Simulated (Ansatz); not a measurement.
# LiF: how the settings move a single-point run

How sensitive is a single-point run of LiF to its settings? A reference run comes first, then five runs with altered input. The cell is built on a prototype (CsCl type) and needn't be the phase found in nature.

Program: Ansatz 0.2.0. Level of theory: reference: DFT, HSE06, plane waves, PAW. These are calculated values, not measurements.

3 further runs of the same task are left out: 3 that didn't finish.

**1. The structure to begin with**

It takes space group Pm-3m (No. 221, cubic). The conventional cell has a = 2.516 Å, b = 2.516 Å, c = 2.516 Å, α = 90.00°, β = 90.00°, γ = 90.00°. Around Li (site symmetry m-3m) lie 8 F at 2.18 Å. Around F (site symmetry m-3m) lie 8 Li at 2.18 Å.

As a file:

```
Li F
1.0
     2.51626    0.00000    0.00000
     0.00000    2.51626    0.00000
     0.00000    0.00000    2.51626
Li F
1 1
Direct
  0.00000 0.00000 0.00000
  0.50000 0.50000 0.50000
```

**2. The reference run**

File input.yaml:

```yaml
crystal:
  lattice:
    - [2.5162584444, 0.0, 0.0]
    - [0.0, 2.5162584444, 0.0]
    - [0.0, 0.0, 2.5162584444]
  atoms:
    - { symbol: Li, position: [0.0, 0.0, 0.0] }
    - { symbol: F, position: [0.5, 0.5, 0.5] }
kpoints:
  mp_grid: { grid: [4, 4, 4] }
hamiltonian:
  xc: hse06
scf:
  occupations: { method: fixed }
  n_extra_bands: 4
output:
  forces: true
  stress: true
  eigenvalues: true
  write_density: true
  write_potential: true
  elf: true
  volumetric_format: npy
```

Started as:

```bash
$ ansatz run input.yaml --threads 4 --pin off --max-ram 3686MiB --backend cpu --events-out ev --progress --plain --runs-dir out
```

**3. Changing settings: exchange pbe, correlation pbe, coeff 1.0, omega 0.3**

Changes to input.yaml since step 2:

```diff
@@ -11,3 +11,3 @@
 hamiltonian:
-  xc: hse06
+  xc: { exchange: pbe, correlation: pbe, exx: { coeff: 1.0, omega: 0.3 } }
 scf:
@@ -19,5 +19 @@
   eigenvalues: true
-  write_density: true
-  write_potential: true
-  elf: true
-  volumetric_format: npy
```

**4. Changing settings: ecutfock_ratio 2**

Changes to input.yaml since step 2:

```diff
@@ -15,2 +15,3 @@
   n_extra_bands: 4
+  exx: { ecutfock_ratio: 2 }
 output:
@@ -19,5 +20 @@
   eigenvalues: true
-  write_density: true
-  write_potential: true
-  elf: true
-  volumetric_format: npy
```

**5. Changing settings: exchange pbe, correlation pbe, coeff 0.4**

Changes to input.yaml since step 2:

```diff
@@ -11,3 +11,3 @@
 hamiltonian:
-  xc: hse06
+  xc: { exchange: pbe, correlation: pbe, exx: { coeff: 0.4 } }
 scf:
@@ -19,5 +19 @@
   eigenvalues: true
-  write_density: true
-  write_potential: true
-  elf: true
-  volumetric_format: npy
```

**6. Changed: occupations.method fermi_dirac, occupations.width 0.05**

Changes to input.yaml since step 2:

```diff
@@ -13,3 +13,3 @@
 scf:
-  occupations: { method: fixed }
+  occupations: { method: fermi_dirac, width: 0.05 }
   n_extra_bands: 4
@@ -19,5 +19 @@
   eigenvalues: true
-  write_density: true
-  write_potential: true
-  elf: true
-  volumetric_format: npy
```

**7. Variant: symmetry.detect false**

Changes to input.yaml since step 2:

```diff
@@ -8,2 +8,3 @@
     - { symbol: F, position: [0.5, 0.5, 0.5] }
+  symmetry: { detect: false }
 kpoints:
@@ -19,5 +20 @@
   eigenvalues: true
-  write_density: true
-  write_potential: true
-  elf: true
-  volumetric_format: npy
```

Q: Predict the outcome of this session. Wanted: for each run, ending; energy change; pressure; gap; force.

As calculated:

```
                                                      run     ending       energy change  pressure (GPa)  gap (eV)  force (eV/Å)  cycles   time
                                                reference  converged                   0             0.9     10.17          0.00      12  1.4 s
   1: exchange pbe, correlation pbe, coeff 1.0, omega 0.3  converged      not comparable            -7.0     16.10          0.00      17  1.9 s
                                      2: ecutfock_ratio 2  converged                   -             0.9     10.17          0.00      12  1.3 s
              3: exchange pbe, correlation pbe, coeff 0.4  converged      not comparable            -1.1     12.77          0.00      12  1.4 s
4: occupations.method fermi_dirac, occupations.width 0.05  converged  0.0 meV/atom (σ→0)             0.9     10.17          0.00      12  1.4 s
                                 5: symmetry.detect false  converged        0.0 meV/atom             0.9     10.17          0.00      12  4.5 s
```

Times don't compare one to one where runs were asked for different outputs or read a saved state (see the inputs); cycles may leave out searches for a lower state.

Residual by cycle in the longest SCF loop of each run; runs are numbered as in the table. The quantity is the density residual dr2, in eV.

```
cycle  reference   run 1    run 2    run 3    run 4    run 5
    1      0.013  6.3e-5    0.013   0.0227   0.0131   0.0129
    2    0.00146  1.8e-5  0.00145  0.00385  0.00145  0.00148
    3     5.2e-4  2.0e-5   5.2e-4  0.00162   5.1e-4   5.3e-4
    4     6.9e-5  5.9e-6   6.9e-5   1.6e-4   6.9e-5   6.6e-5
    5     8.1e-6  3.0e-7   8.0e-6   7.2e-5   8.0e-6   8.3e-6
    6     1.3e-5  2.6e-9   1.3e-5   4.6e-6   1.3e-5   1.3e-5
    7     3.1e-7       -   3.1e-7        -   3.1e-7   3.2e-7
```

What this shows: Of the converged runs whose energies compare with the reference's, none moves it noticeably.
